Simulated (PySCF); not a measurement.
Atoms are numbered as in `[OH:1][c:2]1[cH:3][cH:4][cH:5][cH:6][cH:7]1`. Each H is labelled by its parent atom.

GIAO PBE0/pcSseg-1 shifts (PySCF 2.14, gas phase, non-relativistic, equivalent atoms averaged), each against references optimised in the same way as the molecule (H2O, TMS).

On the GFN2-xTB geometry: O1 126.6, C2 163.8, C4/C6 135.3, C5 124.8, C3/C7 118.7, H(C4)/H(C6) 7.53, H(C5) 7.11, H(C3)/H(C7) 6.95, H(O1) 4.22 ppm.

What changes on the PBE0-D3(BJ)/def2-SVP geometry?

Answers


```json
{"atoms": "O1", "δ (ppm)": "124.6", "change": "-2.0"}
{"atoms": "C2", "δ (ppm)": "162.1", "change": "-1.7"}
{"atoms": "C4/C6", "δ (ppm)": "135.5", "change": "+0.2"}
{"atoms": "C5", "δ (ppm)": "124.5", "change": "-0.3"}
{"atoms": "C3/C7", "δ (ppm)": "118.1", "change": "-0.6"}
{"atoms": "H(C4)/H(C6)", "δ (ppm)": "7.33", "change": "-0.20"}
{"atoms": "H(C5)", "δ (ppm)": "6.94", "change": "-0.17"}
{"atoms": "H(C3)/H(C7)", "δ (ppm)": "6.75", "change": "-0.20"}
{"atoms": "H(O1)", "δ (ppm)": "3.77", "change": "-0.45"}
```

Bonds between heavy atoms that differ most (equivalent bonds averaged): O1–C2 1.361 → 1.350 Å, C4–C5 1.384 → 1.395 Å, C3–C4 1.382 → 1.392 Å, C2–C3 1.391 → 1.399 Å. Mean change of bonds to hydrogen: O–H -0.002 Å, C–H +0.013 Å.
